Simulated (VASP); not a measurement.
PbSe:

```xyz
2
Lattice="0.0000 3.0523 3.0523 3.0523 0.0000 3.0523 3.0523 3.0523 0.0000" Properties=species:S:1:pos:R:3 pbc="T T T"
Pb    0.0000    0.0000    0.0000
Se    3.0523    3.0523    3.0523
```

Base run:

| Item | Value |
| --- | --- |
| Program | VASP 6.6.1 |
| Functional | HSE06 |
| Potentials or basis | VASP PAW PBE potentials, release 64 (Pb_d, Se) |
| Cutoff | 520 eV |
| k mesh | 6 × 6 × 6 |
| Occupations | gaussian, width 0.03 eV |
| Spin | no spin polarisation |

Its results: band gap on the k mesh 0.68 eV, direct; pressure 1.7 GPa.

Q: The run is repeated on the same cell with these changes: functional from HSE06 to PBE0. What comes out?

A: Band gap on the k mesh 1.21 eV, direct; pressure 1.7 GPa.

Caveats: the PAW data sets were made with another functional, which shifts forces and pressure a little; spin-orbit coupling is left out, which as a rule narrows the gap of such compounds by several tenths of an eV.
